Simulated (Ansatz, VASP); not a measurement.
## H: VASP beside Ansatz

Contents of INCAR:

```
SYSTEM = H
PREC = Accurate
ENCUT = 520
EDIFF = 1E-6
ISMEAR = 0
SIGMA = 0.05
LREAL = .FALSE.
LASPH = .TRUE.
NELM = 80
ALGO = Normal
ISIF = 2
LWAVE = .FALSE.
LCHARG = .FALSE.
GGA = PS
NBANDS = 10
```

The input KPOINTS:

```
Automatic mesh
0
G
  9 9 6
  0 0 0
```

File POSCAR:

```
H
1.0
    3.6137010833      0.0000000000      0.0000000000
   -1.8068505416      3.1295569398      0.0000000000
    0.0000000000      0.0000000000      5.6989084129
H
4
Direct
    0.3333333333      0.6666666667      0.1764958800
    0.6666666667      0.3333333333      0.6764958800
    0.6666666667      0.3333333333      0.8235041200
    0.3333333333      0.6666666667      0.3235041200
```

Input for Ansatz:

```yaml
crystal:
  lattice:
    - [3.6137010833, 0.0, 0.0]
    - [-1.8068505416, 3.1295569398, 0.0]
    - [0.0, 0.0, 5.6989084129]
  atoms:
    - { symbol: H, position: [0.3333333333, 0.6666666667, 0.17649588] }
    - { symbol: H, position: [0.6666666667, 0.3333333333, 0.67649588] }
    - { symbol: H, position: [0.6666666667, 0.3333333333, 0.82350412] }
    - { symbol: H, position: [0.3333333333, 0.6666666667, 0.32350412] }
basis:
  ecutwfc: 420
kpoints:
  mp_grid: { grid: [9, 9, 6] }
hamiltonian:
  xc: pbesol
scf:
  occupations: { method: gaussian, width: 0.05 }
output:
  forces: true
  stress: true
  eigenvalues: true
```

Alike in both runs: task single point; functional PBEsol; k mesh 9 × 9 × 6; occupations gaussian, width 0.05 eV; no spin polarisation.

|  | VASP | Ansatz |
| --- | --- | --- |
| version | VASP 6.6.1 | Ansatz 0.2.0 |
| potentials or method | VASP PAW PBE potentials, release 64 (H) | scalar-relativistic, plane waves, PAW |
| plane-wave cutoff (eV) | 520 | 420 |
| valence electrons in the cell | 4 | 4 |

Ansatz gave:

```
gap on the k mesh at the Fermi level (eV)       : 7.71
least direct gap on the mesh (eV)               : 7.82
pressure (GPa)                                  : -2.9
largest component of the traceless stress (GPa) : 5.82
rms of the force components (eV/Å)              : 1.188
```

Question: Estimate VASP's values.

Answer: gap on the k mesh at the Fermi level (eV): 7.71; least direct gap on the mesh (eV): 7.82; pressure (GPa): -3.0; largest component of the traceless stress (GPa): 5.78; rms of the force components (eV/Å): 1.181.

Atom by atom the forces differ by 0.007 eV/Å (rms over components).

Caveats: the PAW data sets were made with another functional, which shifts forces and pressure a little (VASP); an odd mesh through Γ misses points on the zone boundary, where band edges often lie.
